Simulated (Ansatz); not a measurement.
# Mg2Sn: band gap under strain

Aim: follow the gap of Mg2Sn built on the antifluorite prototype through these states: +2.0 % equal strain in all directions; +3.0 % equal strain in all directions; +4.0 % equal strain in all directions. The table at the end shows which levels were run.

The runs shown are made with Ansatz 0.2.0. PAW datasets, plane waves. Computed at 0 K without zero-point motion; spin polarisation is off.

**1. The system as given**

The unstrained cell was relaxed with r2SCAN; in each strained cell the atoms were relaxed again with r2SCAN. Names of k-points are those of the unstrained zone, where strain can split equivalent points. First state: +2.0 % equal strain in all directions.

It is cubic, Fm-3m (No. 225); conventional cell a = 6.895 Å, 27.32 Å³ an atom. Around Sn lie 8 Mg at 2.99 Å; around Mg lie 4 Sn at 2.99 Å.

Coordinates:

```xyz
3
Lattice="0.0000 3.4475 3.4475 3.4475 0.0000 3.4475 3.4475 3.4475 0.0000" Properties=species:S:1:pos:R:3 pbc="T T T"
Sn    0.0000    0.0000    0.0000
Mg    1.7238    1.7238    1.7238
Mg    5.1713    5.1713    5.1713
```

From earlier runs on the unstrained cell: PBE -0.15 eV, r2SCAN 0.19 eV, HSE06 0.20 eV, r2SCAN+SOC 0.04 eV; a = 6.760 Å.

**2. +2.0 % equal strain in all directions: PBE**

The input, input.yaml:

```yaml
crystal:
  lattice:
    - [0.0, 3.4475339877, 3.4475339877]
    - [3.4475339877, 0.0, 3.4475339877]
    - [3.4475339877, 3.4475339877, 0.0]
  atoms:
    - { symbol: Sn, position: [0.0, 0.0, 0.0] }
    - { symbol: Mg, position: [0.25, 0.25, 0.25] }
    - { symbol: Mg, position: [0.75, 0.75, 0.75] }
kpoints:
  mp_grid: { grid: [6, 6, 6] }
  band_path:
    path:
      - [0.0, 0.0, 0.0]
      - [0.5, 0.0, 0.5]
      - [0.625, 0.25, 0.625]
      - [0.375, 0.375, 0.75]
      - [0.5, 0.5, 0.5]
      - [0.5, 0.25, 0.75]
      - [0.0, 0.5, 0.5]
    npoints: 1
hamiltonian:
  xc: pbe
scf:
  occupations: { method: fermi_dirac, width: 0.02 }
  n_extra_bands: 4
output:
  forces: true
  stress: true
  eigenvalues: true
```

Run with:

```
> ansatz run input.yaml --threads 2 --pin off --max-ram 29491MiB --backend cpu --events-out ev --progress --plain --runs-dir out
```

Further steps of the session: +2.0 % equal strain in all directions: r2SCAN; +2.0 % equal strain in all directions: HSE06; +2.0 % equal strain in all directions: r2SCAN+SOC; +3.0 % equal strain in all directions: PBE; +3.0 % equal strain in all directions: r2SCAN; +3.0 % equal strain in all directions: HSE06; +3.0 % equal strain in all directions: r2SCAN+SOC; +4.0 % equal strain in all directions: PBE; +4.0 % equal strain in all directions: r2SCAN; +4.0 % equal strain in all directions: HSE06; +4.0 % equal strain in all directions: r2SCAN+SOC.

Q: Predict the outcome of this session.

As calculated:

Least gap in eV (negative: overlap), with the change from the unstrained cell in brackets:

| state | volume change (%) | PBE | r2SCAN | HSE06 |
| --- | --- | --- | --- | --- |
| +2.0 % equal strain in all directions | +6.1 | -0.25 (-0.10) | 0.09 (-0.10) | 0.08 (-0.12) |
| +3.0 % equal strain in all directions | +9.3 | -0.29 (-0.14) | 0.04 (-0.15) | 0.01 (-0.19) |
| +4.0 % equal strain in all directions | +12.5 | -0.34 (-0.19) | 0.00 (-0.19) | -0.06 (-0.26) |

In words: With HSE06, of the states in the table +4.0 % equal strain in all directions shifts the gap most, by -0.267 eV. PBE and HSE06 differ by 0.36 eV on the unstrained gap, and by at most 0.08 eV on its change. Spin-orbit coupling is left out of the table, though the cell holds Sn (Z = 50); in an element this heavy it can shift bands and gaps by tenths of an eV.
